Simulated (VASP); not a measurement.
**BeS in VASP: how settings move the r2SCAN single point**

Aim: see what changed inputs do to the r2SCAN single point of BeS in the zincblende structure, under -1.6 % equal strain in all directions.

Program: VASP 6.6.1. PAW datasets, plane waves. Spin-unpolarised (in the reference); all numbers are computed.

## Step 1: Starting point

The cell comes from an earlier relaxation with r2SCAN in another program. Some of the altered inputs switch spin polarisation on.

Space group F-43m (No. 216), cubic; conventional cell a = 4.790 Å, 13.74 Å³ an atom. Around Be lie 4 S at 2.07 Å; around S lie 4 Be at 2.07 Å.

The structure in full:

```
CELL_PARAMETERS angstrom
0.00000 2.39511 2.39511
2.39511 0.00000 2.39511
2.39511 2.39511 0.00000
ATOMIC_POSITIONS crystal
Be 0.00000 0.00000 0.00000
S 0.25000 0.25000 0.25000
```

## Step 2: The reference run

INCAR reads:

```
ENCUT = 520.000000
SIGMA = 0.010000
EDIFF = 1.00e-07
ALGO = Normal
METAGGA = R2SCAN
PREC = Accurate
IBRION = -1
ISIF = 2
ISMEAR = 0
NBANDS = 11
NELM = 120
NSW = 0
LASPH = .TRUE.
LCHARG = .FALSE.
LWAVE = .FALSE.
LREAL = .FALSE.
```

KPOINTS reads:

```
KPOINTS created by Atomic Simulation Environment
0
Gamma
10 10 10
0 0 0
```

POSCAR reads:

```
Be S
 1.0000000000000000
     0.0000000000000000    2.3951139000000001    2.3951139000000001
     2.3951139000000001    0.0000000000000000    2.3951139000000001
     2.3951139000000001    2.3951139000000001    0.0000000000000000
 Be  S
   1   1
Cartesian
  0.0000000000000000  0.0000000000000000  0.0000000000000000
  1.1975569500000001  1.1975569500000001  1.1975569500000001
```

A file KPOINTS_OPT adds named points for the levels; it doesn't enter the self-consistent loop.

Potentials: the recommended PBE PAW datasets, 8 valence electrons.

Run with:

```console
mpirun -np 1 vasp_std
```

## Step 3: Variant 1

INCAR: that of step 2 with these lines changed.

```diff
@@ -10,3 +10,2 @@
 NBANDS = 11
-NELM = 120
 NSW = 0
@@ -16 +15,6 @@
 LREAL = .FALSE.
+ISPIN = 2
+MAGMOM = -2 2
+ISYM = -1
+NELECT = 8.1
+NELM = 55
```

KPOINTS reads:

```
KPOINTS created by Atomic Simulation Environment
0
Gamma
4 4 4
0 0 0
```

POSCAR is that of step 2.

## Step 4: Variant 2

INCAR: that of step 2 with these lines changed.

```diff
@@ -10,3 +10,2 @@
 NBANDS = 11
-NELM = 120
 NSW = 0
@@ -16 +15,3 @@
 LREAL = .FALSE.
+NELECT = 9
+NELM = 95
```

KPOINTS is that of step 2.

POSCAR is that of step 2.

What does the calculation give? Wanted: for each run, changed; ending; energy change; pressure; electronic steps; usable.

**Answer**, as computed:

| run | changed | ending | energy change (meV/atom) | pressure (GPa) | gap on the mesh (eV; negative: overlap) | electronic steps | time | usable |
| --- | --- | --- | --- | --- | --- | --- | --- | --- |
| ref. | – | converged | 0 | 5.5 | 3.49 | 14 | 54 s | yes |
| 1 | ISPIN = 2, MAGMOM = -2 2, ISYM = -1, NELECT = 8.1, NELM = 55, mesh 4×4×4 | converged | – | 11.1 | – | 17 | 3.3 min | no |
| 2 | NELECT = 9, NELM = 95 | converged | – | 63.4 | – | 13 | 46 s | no |

What this shows: Of 2 altered inputs, 2 ended normally on a faulty or unsound input.
